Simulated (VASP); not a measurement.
# Al (C2/m) in VASP: a series of runs, part 2 of 2

VASP 6.6.1. Earlier steps stand in the parts before.

### 3 Single point, PBE (engineering shear strain xy -0.1400, strain +e along x and -e along y -0.0350)

File INCAR:

```
SYSTEM = Al
  PREC = Accurate
  ENCUT = 520
  EDIFF = 1E-7
  ISMEAR = 0
  SIGMA = 0.15
  LREAL = .False.
  LASPH = .True.
  NELM = 100
  ALGO = Fast
  ISIF = 2
  LWAVE = .False.
  LCHARG = .False.
  GGA = PE
  NBANDS = 8
```

File KPOINTS:

```
regular mesh
0
Gamma
  20 20 20
  0 0 0
```

File POSCAR:

```
Al
1.0
   -1.6741230985      1.7873488153      1.6175102401
    1.6741230985     -1.7873488153      1.6175102401
    1.4476716649      1.5608973817     -1.6175102401
Al
1
Direct
    0.0000000000      0.0000000000      0.0000000000
```

Potentials or basis: VASP PAW PBE potentials, release 64 (Al).

On the command line:

```sh
$ cat potpaw_PBE.64/Al/POTCAR > POTCAR
$ mpirun -np 1 vasp_std > vasp.out
```

OUTCAR:

```text
SYSTEM = Al
   PREC = Accurate
   ENCUT = 520
   EDIFF = 1E-7
   ISMEAR = 0
   LREAL = .False.
   LASPH = .True.
   NELM = 100
   ISIF = 2
   GGA = PE

 ion  position               nearest neighbor table
   1  0.000  0.000  0.000-

  LATTYP: Found a base centered monoclinic cell.
 ALAT       =     4.2577711942
 B/A-ratio  =     0.7597919974
 C/A-ratio  =     0.7351257522
 COS(beta)  =    -0.6251857278

  Lattice vectors:

 A1 = (  -1.4476716649,  -1.5608973817,   1.6175102401)
 A2 = (  -1.4476716649,  -1.5608973817,  -1.6175102401)
 A3 = (   3.1217947634,  -0.2264514336,   0.0000000000)

Analysis of symmetry for initial positions (statically):
=====================================================================
 Subroutine PRICEL returns:
 Original cell was already a primitive cell.

 Routine SETGRP: Setting up the symmetry group for a
 base centered monoclinic supercell.

 Subroutine GETGRP returns: Found  4 space group operations
 (whereof  4 operations were pure point group operations)
 out of a pool of  4 trial point group operations.

The static configuration has the point symmetry C_2h.

Analysis of symmetry for dynamics (positions and initial velocities):
=====================================================================
 Subroutine PRICEL returns:
 Original cell was already a primitive cell.

 Routine SETGRP: Setting up the symmetry group for a
 base centered monoclinic supercell.

 Subroutine GETGRP returns: Found  4 space group operations
 (whereof  4 operations were pure point group operations)
 out of a pool of  4 trial point group operations.

The dynamic configuration has the point symmetry C_2h.

 Subroutine INISYM returns: Found  4 space group operations
 (whereof  4 operations are pure point group operations),
 and found     1 'primitive' translations

----------------------------------------------------------------------------------------

                                     Primitive cell

  volume of cell :      16.8241

  direct lattice vectors                    reciprocal lattice vectors
    -1.674123098  1.787348815  1.617510240     0.021771544  0.300136292  0.309117054
     1.674123098 -1.787348815  1.617510240     0.321907836  0.021771544  0.309117054
     1.447671665  1.560897382 -1.617510240     0.343679381  0.321907836  0.000000000

  length of vectors
     2.934900903  2.934900903  2.673666633     0.431403693  0.446824359  0.470892951

  position of ions in fractional coordinates (direct lattice)
     0.000000000  0.000000000  0.000000000

  ion indices of the primitive-cell ions
   primitive index   ion index
                 1           1

----------------------------------------------------------------------------------------

 KPOINTS: regular mesh

Automatic generation of k-mesh.
 Grid dimensions read from file:
 generate k-points for:   20   20   20

 Generating k-lattice:

  Cartesian coordinates                     Fractional coordinates (reciprocal lattice)
     0.001088577  0.015006815  0.015455853     0.050000000  0.000000000 -0.000000000
     0.016095392  0.001088577  0.015455853     0.000000000  0.050000000 -0.000000000
     0.017183969  0.016095392  0.000000000     0.000000000 -0.000000000  0.050000000

  Length of vectors
     0.021570185  0.022341218  0.023544648

  Shift w.r.t. Gamma in fractional coordinates (k-lattice)
     0.000000000  0.000000000  0.000000000

 Subroutine IBZKPT returns following result:
 ===========================================

 Found   2112 irreducible k-points:

 Following reciprocal coordinates:
            Coordinates               Weight
  0.000000  0.000000  0.000000      1.000000
  0.050000  0.000000 -0.000000      4.000000
  0.100000  0.000000 -0.000000      4.000000
  0.150000  0.000000  0.000000      4.000000
  0.200000  0.000000 -0.000000      4.000000
  0.250000  0.000000 -0.000000      4.000000
[... 16 lines left out ...]
 -0.450000  0.050000  0.000000      4.000000
 -0.400000  0.050000  0.000000      4.000000
 [... further k-points ...]
   k-points           NKPTS =   2112   k-points in BZ     NKDIM =   2112   number of bands    NBANDS=      8
   number of dos      NEDOS =    301   number of ions     NIONS =      1
   total plane-waves  NPLWV =  11520
   dimension x,y,z NGX =    24 NGY =   24 NGZ =   20
   dimension x,y,z NGXF=    48 NGYF=   48 NGZF=   40
   ions per type =               1
   NGX,Y,Z   is equivalent  to a cutoff of  13.59, 13.59, 12.44 a.u.
   NGXF,Y,Z  is equivalent  to a cutoff of  27.19, 27.19, 24.87 a.u.
 SYSTEM =  Al
   PREC   = accura    normal or accurate (medium, high low for compatibility)
   ISTART =      0    job   : 0-new  1-cont  2-samecut
   ICHARG =      2    charge: 1-file 2-atom 10-const
   ISPIN  =      1    spin polarized calculation?
   LNONCOLLINEAR =      F non collinear calculations
   LSORBIT =      F    spin-orbit coupling
   LASPH  =      T    aspherical Exc in radial PAW
   ENCUT  =  520.0 eV  38.22 Ry    6.18 a.u.   5.46  5.46  4.97*2*pi/ulx,y,z
   NELM   =    100;   NELMIN=  2; NELMDL= -5     # of ELM steps
   EDIFF  = 0.1E-06   stopping-criterion for ELM
   LREAL  =      F    real-space projection
   EDIFFG = 0.1E-05   stopping-criterion for IOM
   NSW    =      0    number of steps for IOM
   IBRION =     -1    ionic relax: 0-MD 1-quasi-New 2-CG
   NFREE  =      0    steps in history (QN), initial steepest desc. (CG)
   ISIF   =      2    stress and relaxation
   ISYM   =      2    0-nonsym 1-usesym 2-fastsym
   POTIM  = 0.5000    time-step for ionic-motion
   TEBEG  =    0.0;   TEEND  =   0.0 temperature during run
   PSTRESS=    0.0 pullay stress
   NELECT =       3.0000    total number of electrons
   NUPDOWN=      -1.0000    fix difference up-down
   EMIN   =  10.00;   EMAX   =-10.00  energy-range for DOS
   EFERMI =   0.00;   METHOD = LEGACY
   ISMEAR =     0;   SIGMA  =   0.15  broadening in eV -4-tet -1-fermi 0-gaus
   EFERMI_NEDOS =   21; number of points for ismear=-14 and -15
   IALGO  =     68    algorithm
   IMIX   =      4    mixing-type and parameters
     AMIX     =   0.40;   BMIX     =  1.00
     AMIX_MAG =   1.60;   BMIX_MAG =  1.00
  volume/ion in A,a.u.               =      16.82       113.53
  Fermi-wavevector in a.u.,A,eV,Ry     =   0.921448  1.741285 11.552257  0.849067
  Thomas-Fermi vector in A             =   2.046866
   LORBIT       =      0    0 simple, 1 ext, 2 COOP (PROOUT), +10 PAW based schemes
   GGA     = PE    functional components
   LHFCALC =     F    Hartree Fock is set to
   AEXX    =    0.0000 exact exchange contribution
   IVDW    =     0    specifies the selected vdW correction
   LEPSILON=     F    determine dielectric tensor
   LRPA    =     F    only Hartree local field effects (RPA)
 non-spin polarized calculation
 RMM-DIIS sequential band-by-band and
 Gauss-broadening in eV      SIGMA  =   0.15
  energy-cutoff  :      520.00
  volume of cell :       16.82
 maximum number of plane-waves:       467
 NGX is ok and might be reduce to    24
   NGX = 11   NGY = 11   NGZ =  9

 number of electron       3.0000000 magnetization

 Free energy of the ion-electron system (eV)
  ---------------------------------------------------
  ext. energy  EPLUGINS =         0.00000000
  ---------------------------------------------------
  free energy    TOTEN  =        -3.61452352 eV

  energy without entropy =       -3.61008526  energy(sigma->0) =       -3.61230439

 E-fermi :   7.7773     XC(G=0): -10.1224

 val. band max:        7.7681567104   @ k =  -0.4500  -0.4500   0.4000
 cond. band min:       7.7805716773   @ k =   0.2000   0.2000   0.2000
 fundamental gap:      0.0124149669
 Fermi energy:         7.7772838911

 k-point     1 :       0.0000    0.0000    0.0000
  band No.  band energies     occupation
      1      -3.2061      2.00000
      2      19.3617      0.00000
      3      19.7155      0.00000
      4      19.8103      0.00000
      5      22.0956      0.00000
      6      22.3297      0.00000
      7      22.8135      0.00000
      8      23.8839      0.00000
[... 243 lines left out ...]
 k-point    24 :      -0.4000    0.0500    0.0000
  band No.  band energies     occupation
      1       0.5800      2.00000
      2       7.3761      1.99984
      3      14.0173      0.00000
      4      17.8732      0.00000
      5      20.1408      0.00000
      6      21.5406      0.00000
      7      25.7010      0.00000
      8      27.0544      0.00000

 [... further k-points ...]

------------------------ aborting loop because EDIFF is reached ----------------------------------------

  FORCE on cell =-STRESS in cart. coord.  units (eV):
  Direction    XX          YY          ZZ          XY          YZ          ZX
  --------------------------------------------------------------------------------------
  -------------------------------------------------------------------------------------
  Total        0.0638051      0.3642127      0.1831094      0.6192348      0.0000000     -0.0000000
  in kB        6.0762159     34.6842873     17.4376696     58.9702635      0.0000000     -0.0000000
  external PRESSURE =      19.3993910 kB  Pullay stress =       0.0000000 kB

 VOLUME and BASIS-vectors are now :
 -----------------------------------------------------------------------------
  energy-cutoff  :      520.00
  volume of cell :       16.82
      direct lattice vectors                 reciprocal lattice vectors
    -1.674123098  1.787348815  1.617510240     0.021771544  0.300136292  0.309117054
     1.674123098 -1.787348815  1.617510240     0.321907836  0.021771544  0.309117054
     1.447671665  1.560897382 -1.617510240     0.343679381  0.321907836  0.000000000

 POSITION                                       TOTAL-FORCE (eV/Angst)
 -----------------------------------------------------------------------------------
      0.00000      0.00000      0.00000         0.000000      0.000000      0.000000
 -----------------------------------------------------------------------------------
    total drift:                               -0.000000      0.000000      0.000000

  FREE ENERGIE OF THE ION-ELECTRON SYSTEM (eV)
  ---------------------------------------------------
  free  energy   TOTEN  =        -3.6145235151 eV

  energy  without entropy=       -3.6100852597  energy(sigma->0) =       -3.61230439
```

It took 2.2 min on 1 thread of AMD EPYC 9R45 (Zen 5), shared host; peak memory 0.31 GiB.

Results:

| Property | Result |
| --- | --- |
| Free energy | -3.6145 eV |
| Pressure | 1.9 GPa |
| Band gap on the k mesh | none (metal or under the smearing width) |

### 4 Single point, PBE (engineering shear strain xy -0.1050, strain +e along x and -e along y -0.0175)

File INCAR:

```
PREC = Accurate
ENCUT = 520
EDIFF = 1E-7
ISMEAR = 0
SIGMA = 0.15
LREAL = F
LASPH = T
NELM = 100
ALGO = Fast
ISIF = 2
LWAVE = F
LCHARG = T
GGA = PE
LELF = T
LVHAR = T
NBANDS = 8
```

File KPOINTS:

```
regular mesh
0
Gamma
  20 20 20
```

File POSCAR:

```
Al
1.0
   -1.6741230985      1.7307359569      1.6175102401
    1.6741230985     -1.7307359569      1.6175102401
    1.5042845233      1.5608973817     -1.6175102401
Al
1
Direct
    0.0000000000      0.0000000000      0.0000000000
```

On the command line:

```sh
$ cat potpaw_PBE.64/Al/POTCAR > POTCAR
$ mpirun -np 1 vasp_std > vasp.out
```

Run time: 2.4 min. Hardware: 1 thread of AMD EPYC 9R45 (Zen 5), shared host; peak memory 0.31 GiB.

It converged, with:

```yaml
Free_energy: -3.6301 eV
Pressure: 1.1 GPa
Band_gap_on_the_k_mesh: none (metal or under the smearing width)
```

Stress tensor (GPa, compression positive):
```
0.30 4.32 0.00
4.32 1.73 0.00
0.00 0.00 1.15
```

Levels at points of the mesh, in eV from the Fermi level:
```
           k point  band 1  band 2  band 3  band 4  band 5  band 6
(0.00, 0.00, 0.00)  -10.98   12.09   12.37   12.56   14.02   14.38
(0.50, 0.00, 0.00)   -4.31   -3.98    7.65    8.18   11.16   11.98
(0.00, 0.50, 0.00)   -4.15   -3.65    6.94    7.50   10.38   11.55
(0.50, 0.50, 0.00)   -4.78   -4.64    8.48    9.01   10.38   12.25
(0.00, 0.00, 0.50)   -3.72   -2.81    7.01    7.96    9.32   10.24
(0.50, 0.50, 0.50)    1.24    1.79    2.63    2.87    3.18    5.47
```

### 5 Single point, PBE (engineering shear strain xy -0.1050, strain +e along x and -e along y -0.0525)

File INCAR:

```
SYSTEM = Al
ALGO = Fast
EDIFF = 1E-6
ENCUT = 520
GGA = PE
ISIF = 2
ISMEAR = 0
LASPH = .TRUE.
LCHARG = .TRUE.
LELF = .TRUE.
LREAL = .FALSE.
LVHAR = .TRUE.
LWAVE = .FALSE.
NBANDS = 8
NELM = 100
PREC = Accurate
SIGMA = 0.15
```

File KPOINTS:

```
k-points
0
G
  20 20 20
  0 0 0
```

File POSCAR:

```
Al
1.0
   -1.6175102401      1.7873488153      1.6175102401
    1.6175102401     -1.7873488153      1.6175102401
    1.4476716649      1.6175102401     -1.6175102401
Al
1
Direct
    0.0000000000      0.0000000000      0.0000000000
```

Potentials or basis: VASP PAW PBE potentials, release 64 (Al).

On the command line:

```sh
$ cat potpaw_PBE.64/Al/POTCAR > POTCAR
$ mpirun -np 1 vasp_std > vasp.out
```

OUTCAR:

```text
SYSTEM = Al
   EDIFF = 1E-6
   ENCUT = 520
   GGA = PE
   ISIF = 2
   ISMEAR = 0
   LASPH = .TRUE.
   LREAL = .FALSE.
   NELM = 100
   PREC = Accurate

 ion  position               nearest neighbor table
   1  0.000  0.000  0.000-

  LATTYP: Found a base centered monoclinic cell.
 ALAT       =     4.3414710070
 B/A-ratio  =     0.7451438637
 C/A-ratio  =     0.7071067812
 COS(beta)  =    -0.6246579401

  Lattice vectors:

 A1 = (  -1.4476716649,  -1.6175102401,   1.6175102401)
 A2 = (  -1.4476716649,  -1.6175102401,  -1.6175102401)
 A3 = (   3.0651819050,  -0.1698385752,   0.0000000000)

Analysis of symmetry for initial positions (statically):
=====================================================================
 Subroutine PRICEL returns:
 Original cell was already a primitive cell.

 Routine SETGRP: Setting up the symmetry group for a
 base centered monoclinic supercell.

 Subroutine GETGRP returns: Found  4 space group operations
[... 163 lines left out ...]

  energy without entropy =       -3.63364024  energy(sigma->0) =       -3.63609750

 E-fermi :   7.7798     XC(G=0): -10.1230

 val. band max:        7.7796145037   @ k =   0.3000   0.0500   0.0500
 cond. band min:       7.7849247557   @ k =   0.2500   0.4500   0.0000
 fundamental gap:      0.0053102520
 Fermi energy:         7.7797913674

 k-point     1 :       0.0000    0.0000    0.0000
  band No.  band energies     occupation
      1      -3.2054      2.00000
      2      19.6478      0.00000
      3      19.9589      0.00000
      4      20.4540      0.00000
      5      21.7882      0.00000
      6      22.4790      0.00000
      7      22.5835      0.00000
      8      23.4322      0.00000
[... 243 lines left out ...]
 k-point    24 :      -0.4000    0.0500   -0.0000
  band No.  band energies     occupation
      1       0.5205      2.00000
      2       7.1738      2.00000
      3      14.7455      0.00000
      4      18.2139      0.00000
      5      20.4576      0.00000
      6      21.2454      0.00000
      7      25.4488      0.00000
      8      26.5083      0.00000

 [... further k-points ...]

------------------------ aborting loop because EDIFF is reached ----------------------------------------

  FORCE on cell =-STRESS in cart. coord.  units (eV):
  Direction    XX          YY          ZZ          XY          YZ          ZX
  --------------------------------------------------------------------------------------
  -------------------------------------------------------------------------------------
  Total       -0.0146152      0.3094107      0.0773463      0.4513028      0.0000000     -0.0000000
  in kB       -1.3909574     29.4472954      7.3612198     42.9514824      0.0000000     -0.0000000
  external PRESSURE =      11.8058526 kB  Pullay stress =       0.0000000 kB

 VOLUME and BASIS-vectors are now :
 -----------------------------------------------------------------------------
  energy-cutoff  :      520.00
  volume of cell :       16.83
      direct lattice vectors                 reciprocal lattice vectors
    -1.617510240  1.787348815  1.617510240     0.016318602  0.294511905  0.309117054
     1.617510240 -1.787348815  1.617510240     0.327149109  0.016318602  0.309117054
     1.447671665  1.617510240 -1.617510240     0.343467710  0.310830507  0.000000000

 POSITION                                       TOTAL-FORCE (eV/Angst)
 -----------------------------------------------------------------------------------
      0.00000      0.00000      0.00000         0.000000      0.000000      0.000000
 -----------------------------------------------------------------------------------
    total drift:                               -0.000000      0.000000      0.000000

  FREE ENERGIE OF THE ION-ELECTRON SYSTEM (eV)
  ---------------------------------------------------
  free  energy   TOTEN  =        -3.6385547589 eV

  energy  without entropy=       -3.6336402358  energy(sigma->0) =       -3.63609750
```

OSZICAR:

```text
N       E                     dE             d eps       ncg     rms          rms(c)
DAV:   1    -0.228908220879E+01   -0.22891E+01   -0.84850E+02 33928   0.203E+02
DAV:   2    -0.365488213254E+01   -0.13658E+01   -0.13190E+01 47632   0.184E+01
DAV:   3    -0.366165313259E+01   -0.67710E-02   -0.67659E-02 41576   0.143E+00
DAV:   4    -0.366167071022E+01   -0.17578E-04   -0.17578E-04 50088   0.661E-02
DAV:   5    -0.366167076545E+01   -0.55231E-07   -0.54741E-07 42360   0.238E-03    0.124E+00
RMM:   6    -0.364807673848E+01    0.13594E-01   -0.11255E-03 33795   0.186E-01    0.728E-01
RMM:   7    -0.363853905528E+01    0.95377E-02   -0.35651E-03 39499   0.318E-01    0.114E-01
RMM:   8    -0.363855284858E+01   -0.13793E-04   -0.16640E-04 37659   0.799E-02    0.201E-02
RMM:   9    -0.363855524241E+01   -0.23938E-05   -0.22017E-05 38442   0.290E-02    0.118E-02
RMM:  10    -0.363855475889E+01    0.48352E-06   -0.44834E-06 39265   0.130E-02
   1 F= -.36385548E+01 E0= -.36360975E+01  d E =-.491452E-02
```

stdout:

```text
POSCAR found type information on POSCAR Al
 POSCAR found :  1 types and       1 ions
 scaLAPACK will be used
 LDA part: xc-table for (Slater+PW92), standard interpolation
 POSCAR, INCAR and KPOINTS ok, starting setup
 FFT: planning ... GRIDC
 FFT: planning ... GRID_SOFT
 FFT: planning ... GRID
 WAVECAR not read
 entering main loop
```

It took 1.9 min on 1 thread of AMD EPYC 9R45 (Zen 5), shared host; peak memory 0.31 GiB.

Results:

```yaml
Free_energy: -3.6386 eV
Pressure: 1.2 GPa
Band_gap_on_the_k_mesh: none (metal or under the smearing width)
```

### 6 Summary

```csv
cell,further INCAR settings,gap on the mesh (eV),pressure (GPa)
"engineering shear strain xy -0.0350, strain +e along x and -e along y -0.0525",ALGO = Fast; EDIFF = 1e-06; NBANDS = 8,none,0.2
"engineering shear strain xy -0.1400, strain +e along x and -e along y -0.0350",ALGO = Fast; EDIFF = 1e-07; NBANDS = 8,none,1.9
"engineering shear strain xy -0.1050, strain +e along x and -e along y -0.0175",ALGO = Fast; EDIFF = 1e-07; NBANDS = 8,none,1.1
"engineering shear strain xy -0.1050, strain +e along x and -e along y -0.0525",ALGO = Fast; EDIFF = 1e-06; NBANDS = 8,none,1.2
```

Alike in all rows: task single point; level PBE; potentials or basis VASP PAW PBE potentials, release 64 (Al); no spin polarisation; k mesh 20 × 20 × 20; cutoff (eV) 520; smearing gaussian 0.15 eV.

Absolute energies hang on the potentials; compare differences alone.
